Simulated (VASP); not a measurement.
# Rb (Fm-3m) in VASP: a series of runs

Aim: see how the results for Rb move with the level of theory and the settings. Levels: PBE, PBEsol. Tasks: single point.

All numbers are computed with VASP 6.6.1; they aren't measurements. Logs are shortened: lines on timing, memory, paths and dates and some standing lists are left out, and cuts for length are marked.

## Step 1: The cell of the first run

The structure is cubic, space group Fm-3m (No. 225). Conventional cell: a = 7.225 Å, b = 7.225 Å, c = 7.225 Å, α = 90.00°, β = 90.00°, γ = 90.00°.

This isn't the form of Rb at room conditions, which is bcc.

## Step 2: Single point, PBE (functional PBE, strained and moved within the space group)

The input, INCAR:

```
SYSTEM = Rb
ALGO = Fast
EDIFF = 1E-7
ENCUT = 520
GGA = PE
ISIF = 2
ISMEAR = 0
LASPH = .True.
LCHARG = .False.
LREAL = .False.
LWAVE = .False.
NBANDS = 10
NELM = 80
PREC = Accurate
SIGMA = 0.1
```

The input, KPOINTS:

```
k-points
0
Gamma
  10 10 10
  0 0 0
```

The input, POSCAR:

```
Rb
1.0
    0.0000000000      3.6122943442      3.6122943442
    3.6122943442      0.0000000000      3.6122943442
    3.6122943442      3.6122943442      0.0000000000
Rb
1
Direct
    0.0000000000      0.0000000000      0.0000000000
```

Potentials or basis: VASP PAW PBE potentials, release 64 (Rb_sv).

Started as:

```
$ cat potpaw_PBE.64/Rb_sv/POTCAR > POTCAR
$ mpirun -np 1 vasp_std > vasp.out
```

OUTCAR:

```text
SYSTEM = Rb
   EDIFF = 1E-7
   ENCUT = 520
   GGA = PE
   ISIF = 2
   ISMEAR = 0
   LASPH = .True.
   LREAL = .False.
   NELM = 80
   PREC = Accurate

 ion  position               nearest neighbor table
   1  0.000  0.000  0.000-

  LATTYP: Found a face centered cubic cell.
 ALAT       =     7.2245886884

  Lattice vectors:

 A1 = (   0.0000000000,   3.6122943442,   3.6122943442)
 A2 = (   3.6122943442,   0.0000000000,   3.6122943442)
 A3 = (   3.6122943442,   3.6122943442,   0.0000000000)

Analysis of symmetry for initial positions (statically):
=====================================================================
 Subroutine PRICEL returns:
 Original cell was already a primitive cell.

 Routine SETGRP: Setting up the symmetry group for a
 face centered cubic supercell.

 Subroutine GETGRP returns: Found 48 space group operations
 (whereof 48 operations were pure point group operations)
 out of a pool of 48 trial point group operations.

The static configuration has the point symmetry O_h .

Analysis of symmetry for dynamics (positions and initial velocities):
=====================================================================
 Subroutine PRICEL returns:
 Original cell was already a primitive cell.

 Routine SETGRP: Setting up the symmetry group for a
 face centered cubic supercell.

 Subroutine GETGRP returns: Found 48 space group operations
 (whereof 48 operations were pure point group operations)
 out of a pool of 48 trial point group operations.

The dynamic configuration has the point symmetry O_h .

 Subroutine INISYM returns: Found 48 space group operations
 (whereof 48 operations are pure point group operations),
 and found     1 'primitive' translations

----------------------------------------------------------------------------------------

                                     Primitive cell

  volume of cell :      94.2713

  direct lattice vectors                    reciprocal lattice vectors
     0.000000000  3.612294344  3.612294344    -0.138416184  0.138416184  0.138416184
     3.612294344  0.000000000  3.612294344     0.138416184 -0.138416184  0.138416184
     3.612294344  3.612294344  0.000000000     0.138416184  0.138416184 -0.138416184

  length of vectors
     5.108555653  5.108555653  5.108555653     0.239743864  0.239743864  0.239743864

  position of ions in fractional coordinates (direct lattice)
     0.000000000  0.000000000  0.000000000

  ion indices of the primitive-cell ions
   primitive index   ion index
                 1           1

----------------------------------------------------------------------------------------

 KPOINTS: k-points

Automatic generation of k-mesh.
 Grid dimensions read from file:
 generate k-points for:   10   10   10

 Generating k-lattice:

  Cartesian coordinates                     Fractional coordinates (reciprocal lattice)
    -0.013841618  0.013841618  0.013841618     0.100000000  0.000000000  0.000000000
     0.013841618 -0.013841618  0.013841618     0.000000000  0.100000000  0.000000000
     0.013841618  0.013841618 -0.013841618     0.000000000  0.000000000  0.100000000

  Length of vectors
     0.023974386  0.023974386  0.023974386

  Shift w.r.t. Gamma in fractional coordinates (k-lattice)
     0.000000000  0.000000000  0.000000000

 Subroutine IBZKPT returns following result:
 ===========================================

 Found     47 irreducible k-points:

 Following reciprocal coordinates:
            Coordinates               Weight
  0.000000  0.000000  0.000000      1.000000
  0.100000  0.000000  0.000000      8.000000
  0.200000  0.000000  0.000000      8.000000
  0.300000  0.000000  0.000000      8.000000
  0.400000  0.000000  0.000000      8.000000
  0.500000  0.000000  0.000000      4.000000
[... 16 lines left out ...]
  0.300000  0.300000  0.000000      6.000000
  0.400000  0.300000  0.000000     24.000000
 [... further k-points ...]
   k-points           NKPTS =     47   k-points in BZ     NKDIM =     47   number of bands    NBANDS=     10
   number of dos      NEDOS =    301   number of ions     NIONS =      1
   total plane-waves  NPLWV =  64000
   dimension x,y,z NGX =    40 NGY =   40 NGZ =   40
   dimension x,y,z NGXF=    80 NGYF=   80 NGZF=   80
   ions per type =               1
   NGX,Y,Z   is equivalent  to a cutoff of  13.02, 13.02, 13.02 a.u.
   NGXF,Y,Z  is equivalent  to a cutoff of  26.03, 26.03, 26.03 a.u.
 SYSTEM =  Rb
   PREC   = accura    normal or accurate (medium, high low for compatibility)
   ISTART =      0    job   : 0-new  1-cont  2-samecut
   ICHARG =      2    charge: 1-file 2-atom 10-const
   ISPIN  =      1    spin polarized calculation?
   LNONCOLLINEAR =      F non collinear calculations
   LSORBIT =      F    spin-orbit coupling
   LASPH  =      T    aspherical Exc in radial PAW
   ENCUT  =  520.0 eV  38.22 Ry    6.18 a.u.   9.50  9.50  9.50*2*pi/ulx,y,z
   NELM   =     80;   NELMIN=  2; NELMDL= -5     # of ELM steps
   EDIFF  = 0.1E-06   stopping-criterion for ELM
   LREAL  =      F    real-space projection
   EDIFFG = 0.1E-05   stopping-criterion for IOM
   NSW    =      0    number of steps for IOM
   IBRION =     -1    ionic relax: 0-MD 1-quasi-New 2-CG
   NFREE  =      0    steps in history (QN), initial steepest desc. (CG)
   ISIF   =      2    stress and relaxation
   ISYM   =      2    0-nonsym 1-usesym 2-fastsym
   POTIM  = 0.5000    time-step for ionic-motion
   TEBEG  =    0.0;   TEEND  =   0.0 temperature during run
   PSTRESS=    0.0 pullay stress
   NELECT =       9.0000    total number of electrons
   NUPDOWN=      -1.0000    fix difference up-down
   EMIN   =  10.00;   EMAX   =-10.00  energy-range for DOS
   EFERMI =   0.00;   METHOD = LEGACY
   ISMEAR =     0;   SIGMA  =   0.10  broadening in eV -4-tet -1-fermi 0-gaus
   EFERMI_NEDOS =   21; number of points for ismear=-14 and -15
   IALGO  =     68    algorithm
   IMIX   =      4    mixing-type and parameters
     AMIX     =   0.40;   BMIX     =  1.00
     AMIX_MAG =   1.60;   BMIX_MAG =  1.00
  volume/ion in A,a.u.               =      94.27       636.17
  Fermi-wavevector in a.u.,A,eV,Ry     =   0.748220  1.413930  7.616989  0.559833
  Thomas-Fermi vector in A             =   1.844457
   LORBIT       =      0    0 simple, 1 ext, 2 COOP (PROOUT), +10 PAW based schemes
   GGA     = PE    functional components
   LHFCALC =     F    Hartree Fock is set to
   AEXX    =    0.0000 exact exchange contribution
   IVDW    =     0    specifies the selected vdW correction
   LEPSILON=     F    determine dielectric tensor
   LRPA    =     F    only Hartree local field effects (RPA)
 non-spin polarized calculation
 RMM-DIIS sequential band-by-band and
 Gauss-broadening in eV      SIGMA  =   0.10
  energy-cutoff  :      520.00
  volume of cell :       94.27
 maximum number of plane-waves:      2637
 NGX is ok and might be reduce to    40
   NGX = 19   NGY = 19   NGZ = 19

 number of electron       9.0000000 magnetization

 Free energy of the ion-electron system (eV)
  ---------------------------------------------------
  ext. energy  EPLUGINS =         0.00000000
  ---------------------------------------------------
  free energy    TOTEN  =        -0.93825775 eV

  energy without entropy =       -0.93318074  energy(sigma->0) =       -0.93571924

 E-fermi :  -0.0954     XC(G=0):  -5.3814

 val. band max:       -0.1025961358   @ k =   0.5000   0.3000   0.1000
 cond. band min:       0.0016649140   @ k =   0.4000   0.4000   0.0000
 fundamental gap:      0.1042610498
 Fermi energy:        -0.0953911394

 k-point     1 :       0.0000    0.0000    0.0000
  band No.  band energies     occupation
      1     -28.9823      2.00000
      2     -13.0289      2.00000
      3     -13.0289      2.00000
      4     -13.0289      2.00000
      5      -1.9921      2.00000
      6       3.4960      0.00000
      7       3.4960      0.00000
      8       3.4960      0.00000
      9       4.7966      0.00000
     10       4.7966      0.00000

 k-point     2 :       0.1000    0.0000    0.0000
  band No.  band energies     occupation
      1     -28.9820      2.00000
      2     -13.0370      2.00000
      3     -13.0300      2.00000
      4     -13.0300      2.00000
      5      -1.8840      2.00000
      6       3.1923      0.00000
      7       3.5412      0.00000
      8       3.5412      0.00000
      9       4.6722      0.00000
     10       4.6722      0.00000

 k-point     3 :       0.2000    0.0000    0.0000
  band No.  band energies     occupation
      1     -28.9812      2.00000
      2     -13.0580      2.00000
      3     -13.0329      2.00000
      4     -13.0329      2.00000
      5      -1.5690      2.00000
      6       2.5668      0.00000
      7       3.5890      0.00000
      8       3.5890      0.00000
      9       4.5592      0.00000
     10       4.5594      0.00000

 k-point     4 :       0.3000    0.0000    0.0000
  band No.  band energies     occupation
      1     -28.9802      2.00000
      2     -13.0836      2.00000
      3     -13.0364      2.00000
      4     -13.0364      2.00000
      5      -1.0741      2.00000
      6       1.8578      0.00000
      7       3.4878      0.00000
      8       3.4878      0.00000
      9       4.7965      0.00000
     10       4.7988      0.00000
[... 222 lines left out ...]
 k-point    22 :      -0.2000    0.2000    0.0000
  band No.  band energies     occupation
      1     -28.9799      2.00000
      2     -13.0796      2.00000
      3     -13.0521      2.00000
      4     -13.0361      2.00000
      5      -0.9066      2.00000
      6       2.0743      0.00000
      7       2.6319      0.00000
      8       3.7933      0.00000
      9       4.1826      0.00000
     10       5.3150      0.00000

 k-point    23 :       0.3000    0.3000    0.0000
  band No.  band energies     occupation
      1     -28.9795      2.00000
      2     -13.0811      2.00000
      3     -13.0488      2.00000
      4     -13.0488      2.00000
      5      -0.7831      2.00000
      6       2.1625      0.00000
      7       2.5684      0.00000
      8       3.8429      0.00000
      9       3.8429      0.00000
     10       5.3430      0.00000

 k-point    24 :       0.4000    0.3000    0.0000
  band No.  band energies     occupation
      1     -28.9789      2.00000
      2     -13.0922      2.00000
      3     -13.0549      2.00000
      4     -13.0523      2.00000
      5      -0.3379      1.99939
      6       1.9043      0.00000
      7       2.1818      0.00000
      8       3.9021      0.00000
      9       3.9631      0.00000
     10       5.5251      0.00000

 [... further k-points ...]

------------------------ aborting loop because EDIFF is reached ----------------------------------------

  FORCE on cell =-STRESS in cart. coord.  units (eV):
  Direction    XX          YY          ZZ          XY          YZ          ZX
  --------------------------------------------------------------------------------------
  -------------------------------------------------------------------------------------
  Total       -0.0472981     -0.0472981     -0.0472981     -0.0000000      0.0000000     -0.0000000
  in kB       -0.8038492     -0.8038492     -0.8038492     -0.0000000      0.0000000     -0.0000000
  external PRESSURE =      -0.8038492 kB  Pullay stress =       0.0000000 kB

 VOLUME and BASIS-vectors are now :
 -----------------------------------------------------------------------------
  energy-cutoff  :      520.00
  volume of cell :       94.27
      direct lattice vectors                 reciprocal lattice vectors
     0.000000000  3.612294344  3.612294344    -0.138416184  0.138416184  0.138416184
     3.612294344  0.000000000  3.612294344     0.138416184 -0.138416184  0.138416184
     3.612294344  3.612294344  0.000000000     0.138416184  0.138416184 -0.138416184

 POSITION                                       TOTAL-FORCE (eV/Angst)
 -----------------------------------------------------------------------------------
      0.00000      0.00000      0.00000         0.000000      0.000000      0.000000
 -----------------------------------------------------------------------------------
    total drift:                               -0.000000     -0.000000     -0.000000

  FREE ENERGIE OF THE ION-ELECTRON SYSTEM (eV)
  ---------------------------------------------------
  free  energy   TOTEN  =        -0.9382577512 eV

  energy  without entropy=       -0.9331807377  energy(sigma->0) =       -0.93571924
```

Wall time 22 s (1 thread of Intel Xeon 6975P-C (Granite Rapids), shared host); peak memory 0.24 GiB.

What came out:

| Item | Value |
| --- | --- |
| Free energy | -0.9383 eV |
| Pressure | -0.1 GPa |
| Band gap on the k mesh | none (metal or under the smearing width) |

## Step 3: Single point, PBEsol (Rb replaced by K, lengths x 0.954, strained and moved within the space group)

The input, INCAR:

```
SYSTEM = K
  PREC = Accurate
  ENCUT = 520
  EDIFF = 1E-6
  ISMEAR = 0
  SIGMA = 0.1
  LREAL = .FALSE.
  LASPH = .TRUE.
  NELM = 80
  ALGO = Normal
  ISIF = 2
  LWAVE = .FALSE.
  LCHARG = .FALSE.
  GGA = PS
  NBANDS = 10
```

The input, KPOINTS:

```
Automatic mesh
0
G
  10 10 10
  0 0 0
```

The input, POSCAR:

```
K
1.0
    0.0000000000      3.4621361634      3.4621361634
    3.4621361634      0.0000000000      3.4621361634
    3.4621361634      3.4621361634      0.0000000000
K
1
Direct
    0.0000000000      0.0000000000      0.0000000000
```

Potentials or basis: VASP PAW PBE potentials, release 64 (K_sv).

Started as:

```
$ cat potpaw_PBE.64/K_sv/POTCAR > POTCAR
$ mpirun -np 1 vasp_std > vasp.out
```

Wall time 11 s (1 thread of Intel Xeon 6975P-C (Granite Rapids), shared host); peak memory 0.21 GiB.

It converged, with:

```yaml
Free_energy: -1.1180 eV
Pressure: -0.4 GPa
Band_gap_on_the_k_mesh: none (metal or under the smearing width)
```

Levels at points of the mesh, in eV from the Fermi level:
```
           k point  band 1  band 2  band 3  band 4  band 5  band 6  band 7  band 8  band 9  band 10
(0.00, 0.00, 0.00)  -32.04  -15.56  -15.56  -15.56   -1.96    4.13    4.13    4.13    5.30     5.30
(0.50, 0.00, 0.00)  -32.04  -15.60  -15.57  -15.57    0.35    0.54    3.92    3.92    5.76     6.03
(0.50, 0.50, 0.00)  -32.04  -15.60  -15.58  -15.58    0.97    1.28    2.37    4.54    4.54     5.06
```

Caveat: the PAW data sets were made with another functional, which shifts forces and pressure a little.

## Step 4: Single point, PBEsol (strained and moved within the space group)

The input, INCAR:

```
SYSTEM = Rb
PREC = Accurate
ENCUT = 520
EDIFF = 1E-6
ISMEAR = 0
SIGMA = 0.1
LREAL = .FALSE.
LASPH = .TRUE.
NELM = 60
ALGO = Fast
ISIF = 2
LWAVE = .FALSE.
LCHARG = .FALSE.
GGA = PS
NBANDS = 10
```

The input, KPOINTS:

```
regular mesh
0
G
  10 10 10
  0 0 0
```

The input, POSCAR:

```
Rb
1.0
    0.0000000000      3.5517266633      3.5517266633
    3.5517266633      0.0000000000      3.5517266633
    3.5517266633      3.5517266633      0.0000000000
Rb
1
Direct
    0.0000000000      0.0000000000      0.0000000000
```

Potentials or basis: VASP PAW PBE potentials, release 64 (Rb_sv).

Started as:

```
$ cat potpaw_PBE.64/Rb_sv/POTCAR > POTCAR
$ mpirun -np 1 vasp_std > vasp.out
```

It took 20 s on 1 thread of Intel Xeon 6975P-C (Granite Rapids), shared host; peak memory 0.24 GiB.

Results (log left out):

* Free energy: -1.0265 eV
* Pressure: -0.1 GPa
* Band gap on the k mesh: none (metal or under the smearing width)

Levels at points of the mesh, in eV from the Fermi level:
```tsv
k point	band 2	band 3	band 4	band 5	band 6	band 7	band 8	band 9
(0.00, 0.00, 0.00)	-12.86	-12.86	-12.86	-1.96	3.64	3.64	3.64	5.00
(0.50, 0.00, 0.00)	-12.96	-12.87	-12.87	0.16	0.70	3.43	3.43	5.73
(0.50, 0.50, 0.00)	-12.95	-12.89	-12.89	0.66	1.45	1.85	4.56	4.56
```

Caveat: the PAW data sets were made with another functional, which shifts forces and pressure a little.

[end of part 1 of 2]
